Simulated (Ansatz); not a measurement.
# Cobalt, simple cubic: r²SCAN0 after r²SCAN, part 2 of 2

Aim: see what exact exchange does to the levels and moments, and what it costs. The cell comes from an earlier r²SCAN relaxation. Exact exchange is dear, so the k-mesh is coarse, and r²SCAN is run on the same mesh for comparison.

Ansatz 0.2.0, plane waves with PAW, scalar-relativistic. The steps go on from the part before.

### 3 r²SCAN0 on the coarse mesh

The run with r²SCAN0.

The input, input.yaml:

```yaml
crystal:
  lattice:
    - [0.0, 2.2498725961, 2.2498725961]
    - [2.2498725961, 0.0, 2.2498725961]
    - [2.2498725961, 2.2498725961, 0.0]
  atoms:
    - { symbol: Co, position: [0.0, 0.0, 0.0], spin: 2.018 }
    - { symbol: Co, position: [0.5, 0.5, 0.5], spin: 2.018 }
hamiltonian:
  xc: r2scan0
  pseudopotentials:
    kind: paw
    azcp:
      Co: "pseudopotentials/Co.paw.azcp"
basis:
  ecutwfc: 500
  fft_grid_basis: typed
kpoints:
  mp_grid: { grid: [6, 6, 6], shift: [0, 0, 0] }
magnetization:
  spin_polarized: true
scf:
  occupations: { method: fermi_dirac, width: 0.1 }
output:
  write_density: true
  write_potential: true
  elf: true
  volumetric_format: npy
```

Command:

```console
$ ansatz run input.yaml --threads 4 --pin off --max-ram 8192MiB --backend cpu --events-out ev --progress --plain --runs-dir out
```

Output:

```text
Warning: RAYON_NUM_THREADS=4 ignored (pool sized by the plan → 4); use --threads N
Engine: ansatz 0.2.0, aarch64-unknown-linux-gnu
Pseudopotentials: kind: paw
Pseudopotential: Co, paw, valence charge 17, recommended cutoff 500 eV (meta_gga), <dir>
Functional definition: r2SCAN0
  parameter a = 0.25
  parameter k0 = 0.174
  parameter k1 = 0.065
  parameter a1 = 4.9479
  exchange = (1 - a)*r2scan_x(k0 = k0, k1 = k1, a1 = a1) + a*exact_x
  correlation = r2scan_c
Crystal: 2 atoms, lattice volume = 22.777 Å³
Basis set: ecut = 500 eV, 561 PW (Γ), exchange–correlation on 96×96×96 points (64 copies of the dense FFT grid, shifted against one another)
Bands: 24, of which v1, the nominal top of the filled ones, is band 17 counted from 1 (16 counted from 0)
Symmetry: 96 space group operations
Space group: Pm-3m (ITA 221), of the structure as read, at distance tolerance 2.8e-5 Å
Magnetic group: BNS 221.92 (UNI 1594), of the structure as read, at distance tolerance 2.8e-5 Å
k-points: 16 of 216
Non-local potential: Co, projectors of the file, l = 0: 3, l = 1: 2, l = 2: 3, l = 3: 1
PAW form: soft (Blöchl's): semilocal exchange-correlation on the pseudo side does not see the compensation charge
PAW frozen core: Co, regenerated for the run's functional, and the local potential with it (the file was generated under x = pbe(κ = 0.804, μ = 0.2195149727645171), c = pbe(β = 0.06672455060314922))
PAW one-centre angular grid: Co, 590 points (default); XC on 160 Gauss nodes
Initial density: superposition of atomic densities (chi_scale 0.1, normalization cell)
Starting moments: Σ|m| = 4.036 μB on 2 of 2 sites
Initial wavefunctions: pseudopotential atomic-orbital guess
Functional: x = r2scan, c = r2scan; τ floored in thin density (d = 2e-4 eV/Å³), warm-up for x = 0.75 r2scan + 0.25 exact, c = r2scan; τ floored in thin density (d = 2e-4 eV/Å³)
iter 1 solved again at ethr=3.78e-4 eV; its pass at ethr=1.00e-1 eV (dr2=1.28e-1 eV) is discarded
SCF iter   1: F=—  HF=-10260.735068 eV  |F-HF|=—  |Δ(HF+E_count)|=         —  Δρ=4.34e-2 (↑4.34e-2 ↓3.19e-2)  dr2=1.42e-1  dr2_τ=8.45e-2  dr2_m=2.48e-1  M=3.696 μB ∫|m|=3.734 μB  β_m=1.00  ethr=3.78e-4  ⟨swp⟩=4.7  Hψ=4638  notcnv=0
preconditioner: auto → Kerker (q_TF=auto, 2.917 Å⁻¹)  [metal: Δε(μ)=0.089 eV  Ē_g=11.097 eV  σ=0.100 eV  W_gap=0.21  n_scr=14 (ndim 8)  ℏωp=33.0 eV  f_vac=0.000  D(μ)=1.96/eV (n_scr^D=14)]
spin=Collinear: Kerker preconditioning applied to the charge; magnetization (m = ρ↑ − ρ↓) channel mixes plain (no charge-response kernel on spin).
SCF iter   2: F=—  HF=-10261.122152 eV  |F-HF|=—  |Δ(HF+E_count)|=   3.87e-1  Δρ=1.83e-2 (↑1.83e-2 ↓1.47e-2)  dr2=5.41e-2  dr2_τ=1.04e-3  dr2_m=3.08e-2  M=3.680 μB ∫|m|=3.870 μB  β_m=1.00  ethr=3.78e-4  ⟨swp⟩=3.2  Hψ=1943  notcnv=0
SCF iter   3: F=—  HF=-10261.234530 eV  |F-HF|=—  |Δ(HF+E_count)|=   1.12e-1  Δρ=8.92e-3 (↑7.30e-3 ↓8.92e-3)  dr2=1.41e-2  dr2_τ=1.93e-4  dr2_m=5.40e-3  M=3.695 μB ∫|m|=3.950 μB  β_m=1.00  ethr=1.59e-4  ⟨swp⟩=3.1  Hψ=1831  notcnv=0
iter 4 solved again at ethr=3.74e-6 eV; its pass at ethr=4.15e-5 eV (dr2=1.27e-3 eV) is discarded
SCF iter   4: F=—  HF=-10261.316139 eV  |F-HF|=—  |Δ(HF+E_count)|=   8.16e-2  Δρ=3.81e-3 (↑3.81e-3 ↓2.68e-3)  dr2=1.24e-3  dr2_τ=6.47e-5  dr2_m=1.91e-3  M=3.705 μB ∫|m|=3.995 μB  β_m=1.00  ethr=3.74e-6  ⟨swp⟩=2.6  Hψ=3418  notcnv=0
SCF iter   5: F=—  HF=-10261.362959 eV  |F-HF|=—  |Δ(HF+E_count)|=   4.68e-2  Δρ=2.64e-3 (↑2.03e-3 ↓2.64e-3)  dr2=6.01e-4  dr2_τ=4.09e-5  dr2_m=7.68e-4  M=3.714 μB ∫|m|=4.022 μB  β_m=1.00  ethr=3.65e-6  ⟨swp⟩=3.4  Hψ=1771  notcnv=0
SCF iter   6: F=—  HF=-10261.396240 eV  |F-HF|=—  |Δ(HF+E_count)|=   3.33e-2  Δρ=2.17e-3 (↑3.18e-4 ↓2.17e-3)  dr2=7.36e-4  dr2_τ=1.85e-5  dr2_m=2.39e-4  M=3.720 μB ∫|m|=4.037 μB  β_m=0.30  ethr=1.77e-6  ⟨swp⟩=4.0  Hψ=2246  notcnv=0
Mixer restart at iter 6: flushing history
spin-set hold released at iteration 6 (site moments contracting): the magnetisation degrees of freedom join the quasi-Newton model from the next iteration; the mixer history was flushed
SCF iter   7: F=—  HF=-10261.414475 eV  |F-HF|=—  |Δ(HF+E_count)|=   1.82e-2  Δρ=2.92e-3 (↑3.18e-4 ↓2.92e-3)  dr2=1.13e-3  dr2_τ=2.01e-5  dr2_m=4.66e-4  M=3.726 μB ∫|m|=4.047 μB  β_m=0.65  ethr=1.77e-6  ⟨swp⟩=3.5  Hψ=1771  notcnv=0
[... 8 lines left out ...]
SCF 1 converged in 15 iterations: F = -10261.438166 eV  dr2 = 2.33e-10
[... 1 line left out ...]
Starting moments: Σ|m| = 4.036 μB on 2 of 2 sites; this step starts from the density that it was given
[... 1 line left out ...]
Functional: x = 0.75 r2scan + 0.25 exact, c = r2scan; τ floored in thin density (d = 2e-4 eV/Å³)
Frozen-core exchange: fock
[... 3 lines left out ...]
spin=Collinear: Kerker preconditioning applied to the charge; magnetization (m = ρ↑ − ρ↓) channel mixes plain (no charge-response kernel on spin).
[... 8 lines left out ...]
SCF 2 converged in 9 iterations: F = -10255.486876 eV  dr2 = 1.46e-8
hybrid outer 1: dexx = +2.104e-1 eV, tail = 4.40e-1 eV
Frozen-core exchange: fock
[... 2 lines left out ...]
spin=Collinear: Kerker preconditioning applied to the charge; magnetization (m = ρ↑ − ρ↓) channel mixes plain (no charge-response kernel on spin).
[... 8 lines left out ...]
SCF 3 converged in 8 iterations: F = -10255.856333 eV  dr2 = 3.79e-9
hybrid outer 2: dexx = +1.589e-1 eV, tail = 9.16e-1 eV, magnetization grown 1.0657 times (not accepted), Δε = 7.65e-1 eV (about 1.11e0 eV left of the loop's levels)
Frozen-core exchange: fock
[... 2 lines left out ...]
spin=Collinear: Kerker preconditioning applied to the charge; magnetization (m = ρ↑ − ρ↓) channel mixes plain (no charge-response kernel on spin).
[... 7 lines left out ...]
SCF 4 converged in 7 iterations: F = -10256.103330 eV  dr2 = 5.80e-9
hybrid outer 3: dexx = +6.246e-2 eV, tail = 5.08e-1 eV, magnetization grown 1.0103 times (not accepted), Δε = 6.78e-1 eV (about 7.71e-1 eV left of the loop's levels)
Frozen-core exchange: fock
[... 2 lines left out ...]
spin=Collinear: Kerker preconditioning applied to the charge; magnetization (m = ρ↑ − ρ↓) channel mixes plain (no charge-response kernel on spin).
[... 6 lines left out ...]
SCF 5 converged in 6 iterations: F = -10256.194442 eV  dr2 = 4.14e-8
hybrid outer 4: dexx = +2.593e-2 eV, tail = 7.11e-2 eV, Δε = 5.05e-1 eV (about 8.14e-1 eV left of the loop's levels)
Frozen-core exchange: fock
[... 2 lines left out ...]
spin=Collinear: Kerker preconditioning applied to the charge; magnetization (m = ρ↑ − ρ↓) channel mixes plain (no charge-response kernel on spin).
[... 6 lines left out ...]
SCF 6 converged in 6 iterations: F = -10256.241982 eV  dr2 = 7.13e-8
hybrid outer 5: dexx = +1.860e-2 eV, tail = 1.01e-1 eV, first dr2_mag = 1.38e-3 eV (risen), Δε = 4.72e-1 eV (about 7.14e-1 eV left of the loop's levels)
Frozen-core exchange: fock
[... 8 lines left out ...]
SCF 7 converged in 6 iterations: F = -10256.277643 eV  dr2 = 5.32e-9
hybrid outer 6: dexx = +1.611e-2 eV, tail = 2.13e-1 eV, Δε = 3.20e-1 eV (about 2.12e0 eV left of the loop's levels)
Frozen-core exchange: fock
[... 2 lines left out ...]
spin=Collinear: Kerker preconditioning applied to the charge; magnetization (m = ρ↑ − ρ↓) channel mixes plain (no charge-response kernel on spin).
[... 3 lines left out ...]
eigensolver tolerance schedule: the retry pair's looser diagonalisation over-reported the residual by 0.11 of it (diagonalisation noise at 0.12 of the residual, at the tolerance the schedule requests for it); recorded, not acted on — ethr = c·dr2/N_el stays at c = 1.0e-1
[... 3 lines left out ...]
SCF 8 converged in 6 iterations: F = -10256.302598 eV  dr2 = 3.80e-8
hybrid outer 7: dexx = +7.333e-3 eV, tail = 1.10e-1 eV, Δε = 2.80e-1 eV (about 7.12e-1 eV left of the loop's levels)
Frozen-core exchange: fock
[... 2 lines left out ...]
spin=Collinear: Kerker preconditioning applied to the charge; magnetization (m = ρ↑ − ρ↓) channel mixes plain (no charge-response kernel on spin).
[... 6 lines left out ...]
SCF 9 converged in 6 iterations: F = -10256.318868 eV  dr2 = 4.49e-8
hybrid outer 8: dexx = +9.278e-3 eV, tail = inf eV, Δε = 3.24e-1 eV (about 8.23e-1 eV left of the loop's levels)
Frozen-core exchange: fock
[... 2 lines left out ...]
spin=Collinear: Kerker preconditioning applied to the charge; magnetization (m = ρ↑ − ρ↓) channel mixes plain (no charge-response kernel on spin).
[... 3 lines left out ...]
SCF 10 stopped early in 3 iterations: F = -10256.331657 eV  dr2 = 1.69e-4
hybrid outer 9: dexx = +1.498e-3 eV, tail = inf eV, Δε = 4.36e-1 eV (about 7.46e-1 eV left of the loop's levels)
Frozen-core exchange: fock
[... 8 lines left out ...]
SCF 11 converged in 6 iterations: F = -10256.332320 eV  dr2 = 5.27e-9
hybrid outer 10: dexx = +5.691e-4 eV, tail = 6.71e-5 eV, Δε = 1.31e-1 eV (about 7.31e-2 eV left of the loop's levels)
Frozen-core exchange: fock
[... 3 lines left out ...]
SCF 12 converged in 2 iterations: F = -10256.332326 eV  dr2 = 3.53e-9
hybrid outer 11: dexx = +2.149e-8 eV, tail = 1.01e-7 eV, Δε = 9.87e-4 eV (about 1.46e-3 eV left of the loop's levels)
Frozen-core exchange: fock
[... 6 lines left out ...]
SCF 13 converged in 3 iterations: F = -10256.332324 eV  dr2 = 4.44e-9
hybrid outer 1: dexx = +1.681e-4 eV, tail = 4.94e-8 eV
Frozen-core exchange: fock
[... 3 lines left out ...]
SCF 14 converged in 2 iterations: F = -10256.332326 eV  dr2 = 9.01e-10
hybrid outer 2: dexx = +1.947e-8 eV, tail = 1.52e-8 eV, Δε = 1.13e-3 eV (about 4.90e-4 eV left of the loop's levels)
exact exchange: an outer loop of this run ended on a state whose frontier levels can be filled otherwise, and a further loop was made from that state with electrons moved between them. It converged no lower than the two loops' stops tell apart, in 5 SCF iterations, so its state is not used
Frozen-core exchange: fock
[... 3 lines left out ...]
spin=Collinear: Kerker preconditioning applied to the charge; magnetization (m = ρ↑ − ρ↓) channel mixes plain (no charge-response kernel on spin).
[... 5 lines left out ...]
SCF 15 stopped early in 5 iterations: F = -10256.332156 eV  dr2 = 4.11e-6
hybrid outer 1: dexx = +1.459e-2 eV, tail = 2.65e-5 eV
Frozen-core exchange: fock
[... 6 lines left out ...]
SCF 16 converged in 5 iterations: F = -10256.332326 eV  dr2 = 1.78e-8
hybrid outer 2: dexx = +1.316e-5 eV, tail = 1.64e-7 eV, Δε = 2.57e-2 eV (about 4.19e-3 eV left of the loop's levels)
exact exchange: an outer loop of this run ended on a state whose frontier levels can be filled otherwise, and a further loop was made from that state with electrons moved between them. It converged no lower than the two loops' stops tell apart, in 10 SCF iterations, so its state is not used
this state was not tested for a lower state beside it, because the functional holds exact exchange (a hybrid, or Hartree-Fock), whose exchange loop this test does not read (fock_operator); the stability check (scf.self_checks: high) cannot read this state: a pseudopotential is PAW: the check reads norm-conserving sets alone
hybrid SCF converged: 11 outer / 65 inner (+15 warm-up), last move |dexx| = 2.15e-8 eV, tail = 1.01e-7 eV
Magnetization: 4.4817 μB (19.2408 up, 14.7592 down)
Absolute magnetization: 4.7366 μB (∫|ρ↑−ρ↓|, with the PAW one-centre terms)
Spin contamination: 0.1310 ħ² per cell (⟨S²⟩ above its minimum at these occupations)
Per-site moments (μB) at R_I (Å): [(2.264173965957824, 0.92807244589125), (2.264173965957824, 0.92807244589125)]
Free energy (F): -10256.332326 eV
Frozen-core exchange: fock
Harris-Foulkes:  -10256.332326 eV  (|F-HF|=1.06e-8)
Internal energy: -10256.325438 eV  (E = F + TS)
E sigma→0 (E₀):  -10256.328882 eV
Entropy (-TS):   -0.006888 eV (-3.444 meV/atom)
Fermi energy:    18.673379 eV
--- Per-component energies (eV) ---
  E_band       = -681.906356
  E_kinetic    = 909.888082
  E_local      = -6008.736377  (includes V_loc(G=0)·N_el)
  E_nonlocal   = 932.199544
  E_hartree    = 2531.797835
  E_xc         = -241.694478
  E_vxc        = -347.458180  (∫ρ·V_xc dr)
  E_exx        = -185.340648  (= α·E_x^exact, valence–valence)
  E_paw        = -2945.574585  (= ΣΔE_a)
  E_vpaw       = -880.837622  (= ΣTr[D̂ρ^β])
  E_aug_tail   = 0.000072  (compensation charges beyond the density's cutoff)
  E_vtau       = 20.125776  (kinetic-family band-sum trace: ∫τ·v_τ [+ j·A + Jᵃ·Aᵃ] dr)
  E_ewald      = -5248.033382
  E_core_change = -0.831500  (= ΣΔE_core)
  E_smearing   = -0.006888  (= −TS)
  E_closure    = -0.000000  (closes the sum)
  Σ components = -10256.332326   (vs F -10256.332326, Δ=0.00e0)
--- Band table (eV; the first three rows and the last of 32) ---
  k-point 0 ↑: bands = ["-88.6333", "-88.4408", "-49.4861", "-49.4861", "-49.4861", "-49.1123", "-49.1123", "-49.1123", "6.7455", "9.5333", "9.5333", "9.5333", "10.0205", "10.0205", "13.1244", "13.1244", "13.1244", "15.6157", "15.6157", "32.0528", "32.0528"]
  k-point 1 ↑: bands = ["-88.6204", "-88.4532", "-49.4663", "-49.4622", "-49.4622", "-49.1435", "-49.1388", "-49.1388", "7.4867", "9.5685", "9.8094", "9.8094", "10.2806", "10.2806", "12.9321", "12.9518", "12.9518", "15.0959", "15.0959", "27.4896", "31.8041"]
  k-point 2 ↑: bands = ["-88.5842", "-88.4877", "-49.4087", "-49.3962", "-49.3962", "-49.2223", "-49.2094", "-49.2094", "9.3296", "9.7546", "10.5345", "10.5345", "11.0181", "11.0181", "12.4617", "12.4617", "12.8996", "13.8440", "13.8440", "21.3577", "31.8657"]
  k-point 15 ↓: bands = ["-84.2820", "-84.2446", "-45.1584", "-45.1158", "-44.9535", "-44.6694", "-44.5155", "-44.4940", "12.1527", "12.6316", "13.0625", "13.5918", "14.3715", "15.9035", "20.8878", "21.0493", "21.3915", "21.6094", "22.5170", "22.9860", "23.8890"]
  guard bands above this table: 3 of the run's 24 bands. The solve was not asked for them (output.publish_guard_bands: true or output.eigenvalues: true publishes all)
```

Run time: 28 s. Hardware: 4 threads of Arm Neoverse V2, shared host; peak memory 0.81 GiB.

Density in a lattice plane of the grid's cell (edges 3.18 and 3.18 Å, at 0.000 of the third edge), which holds Co. It is the smooth density of the valence electrons, not physical close to the nuclei.

Values in e/Å³, 12 rows by 12 columns:
```
30.58 27.28  9.68  1.75  0.51  0.28  0.23  0.24  0.28  0.50  2.41 11.30
 7.03  9.68  5.75  1.77  0.58  0.30  0.24  0.23  0.24  0.30  0.69  2.41
 0.99  1.75  1.77  1.03  0.49  0.30  0.24  0.22  0.22  0.24  0.30  0.50
 0.38  0.51  0.58  0.49  0.35  0.28  0.24  0.22  0.21  0.22  0.24  0.28
 0.26  0.28  0.30  0.30  0.28  0.25  0.23  0.23  0.22  0.22  0.23  0.24
 0.21  0.23  0.24  0.24  0.24  0.23  0.21  0.23  0.24  0.24  0.24  0.23
 0.26  0.24  0.23  0.22  0.22  0.23  0.23  0.25  0.28  0.30  0.30  0.28
 0.38  0.28  0.24  0.22  0.21  0.22  0.24  0.28  0.35  0.49  0.58  0.51
 0.99  0.50  0.30  0.24  0.22  0.22  0.24  0.30  0.49  1.03  1.77  1.75
 7.03  2.41  0.69  0.30  0.24  0.23  0.24  0.30  0.58  1.77  5.75  9.68
30.58 11.30  2.41  0.50  0.28  0.24  0.23  0.28  0.51  1.75  9.68 27.28
57.25 30.58  7.03  0.99  0.38  0.26  0.21  0.26  0.38  0.99  7.03 30.58
```
Columns run along the first of these edges and rows up along the second, over one cell in 12 and 12 even steps from the bottom left corner. Atoms in the plane (fractional): Co at (0.00, 0.00).

Spin density (up less down) in a lattice plane of the grid's cell (edges 3.18 and 3.18 Å, at 0.000 of the third edge), which holds Co.

Values in e/Å³, 12 rows by 12 columns:
```
 5.11  4.49  1.59  0.37  0.08  0.00 -0.02 -0.02  0.00  0.08  0.45  1.84
 1.18  1.59  0.98  0.37  0.10  0.01 -0.01 -0.02 -0.01  0.01  0.12  0.45
 0.21  0.37  0.37  0.22  0.08  0.01 -0.01 -0.01 -0.01 -0.01  0.01  0.08
 0.03  0.08  0.10  0.08  0.03  0.00 -0.01 -0.01 -0.01 -0.01 -0.01  0.00
-0.01  0.00  0.01  0.01  0.00 -0.02 -0.02 -0.02 -0.01 -0.01 -0.02 -0.02
-0.03 -0.02 -0.01 -0.01 -0.01 -0.02 -0.03 -0.02 -0.01 -0.01 -0.01 -0.02
-0.01 -0.02 -0.02 -0.01 -0.01 -0.02 -0.02 -0.02  0.00  0.01  0.01  0.00
 0.03  0.00 -0.01 -0.01 -0.01 -0.01 -0.01  0.00  0.03  0.08  0.10  0.08
 0.21  0.08  0.01 -0.01 -0.01 -0.01 -0.01  0.01  0.08  0.22  0.37  0.37
 1.18  0.45  0.12  0.01 -0.01 -0.02 -0.01  0.01  0.10  0.37  0.98  1.59
 5.11  1.84  0.45  0.08  0.00 -0.02 -0.02  0.00  0.08  0.37  1.59  4.49
10.05  5.11  1.18  0.21  0.03 -0.01 -0.03 -0.01  0.03  0.21  1.18  5.11
```
Columns run along the first of these edges and rows up along the second, over one cell in 12 and 12 even steps from the bottom left corner. Atoms in the plane (fractional): Co at (0.00, 0.00).

### 4 Side by side

| functional | gap on the mesh | Fermi energy (eV) | magnetic state | SCF cycles | exchange loops | CPU time |
| --- | --- | --- | --- | --- | --- | --- |
| r²SCAN | none (levels filled in part) | 18.152 | ferromagnetic, up to 1.94 μB per atom | 18 | - | 6.3 s |
| r²SCAN0 | none (levels filled in part) | 18.673 | ferromagnetic, up to 2.26 μB per atom | 80 | 11 | 97 s |

### 5 Summary of results

The summary covers parts 1 to 2.

| quantity | value |
| --- | --- |
| r²SCAN: gap | none (levels filled in part) |
| r²SCAN: magnetic state | ferromagnetic, up to 1.94 μB per atom |
| r²SCAN0: gap | none (levels filled in part) |
| r²SCAN0: magnetic state | ferromagnetic, up to 2.26 μB per atom |
| r²SCAN0: SCF cycles, exchange loops | 80, 11 |
| r²SCAN0: CPU time over that of r²SCAN | 15 |

Neither r²SCAN nor r²SCAN0 shows a clean gap on this mesh. The largest moment goes from 1.94 to 2.26 μB; exact exchange favours larger moments in itinerant magnets. The hybrid took 15 times as much CPU time as r²SCAN on the same settings. r²SCAN0 needed 11 outer loops of the exchange operator. The total energies in the logs cannot be compared from one functional to another.
